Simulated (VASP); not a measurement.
Here is a VASP 6.6.1 calculation.

run.py

```python
from ase.calculators.vasp import Vasp
from ase.dft.dos import DOS
from ase.io import read

atoms = read('S.cif')
calc = Vasp(
    directory='calc',
    xc='pbesol',
    pp='PBE',
    setups={'base': 'minimal', 'S': '_h'},
    prec='Accurate',
    encut=900,
    ediff=1e-06,
    ismear=0,
    sigma=0.05,
    lreal=False,
    lasph=True,
    nelm=60,
    algo='Normal',
    isif=2,
    lwave=False,
    lcharg=False,
    ivdw=13,
    lorbit=11,
    kpts=[7, 7, 7],
    gamma=True,
)
atoms.calc = calc

print('energy (eV):', atoms.get_potential_energy())
print('free energy (eV):', atoms.get_potential_energy(force_consistent=True))
print('forces (eV/A):')
print(atoms.get_forces())
print('stress (eV/A^3, Voigt):', atoms.get_stress())
print('Fermi level (eV):', calc.get_fermi_level())
dos = DOS(calc, width=0.2, window=(-10, 10), npts=301)
print('E - E_F (eV), DOS (1/eV)')
for e, g in zip(dos.get_energies(), dos.get_dos()):
    print(f'{e:8.3f} {g:10.4f}')
```

File S.cif:

```cif
data_S
_cell_length_a 6.23103025
_cell_length_b 6.23103025
_cell_length_c 6.23103025
_cell_angle_alpha 115.18970824
_cell_angle_beta 115.18970824
_cell_angle_gamma 115.18970824
_space_group_name_H-M_alt 'P1'
_space_group_name_Hall 'P 1'
_space_group_IT_number 1
loop_
_space_group_symop_operation_xyz
'x,y,z'
loop_
_atom_site_label
_atom_site_type_symbol
_atom_site_symmetry_multiplicity
_atom_site_Wyckoff_symbol
_atom_site_fract_x
_atom_site_fract_y
_atom_site_fract_z
_atom_site_occupancy
S1 S 1 a 0.8517000000 0.0827000000 0.7491000000 1
S2 S 1 a 0.0827000000 0.7491000000 0.8517000000 1
S3 S 1 a 0.7491000000 0.8517000000 0.0827000000 1
S4 S 1 a 0.1483000000 0.9173000000 0.2509000000 1
S5 S 1 a 0.9173000000 0.2509000000 0.1483000000 1
S6 S 1 a 0.2509000000 0.1483000000 0.9173000000 1
```

Potentials or basis: VASP PAW PBE potentials, release 64 (S_h).

Command:

```sh
$ python run.py
```

What does it give for the pressure?

5.4 GPa.

Estimate the largest force.

1.585 eV/Å.

What does it give for the band gap on the k mesh?

2.26 eV, indirect (least direct gap 2.28 eV).

Predict the dispersion energy per atom.

-0.167 eV.

Forces in eV/Å, atoms in the order of the input:
```
S   -0.482  0.885 -1.223
S    1.006 -0.777 -0.946
S   -1.131 -1.065 -0.311
S    0.482 -0.885  1.223
S   -1.006  0.777  0.946
S    1.131  1.065  0.311
```

Caveat: the PAW data sets were made with another functional, which shifts forces and pressure a little; an odd mesh through Γ misses points on the zone boundary, where band edges often lie.
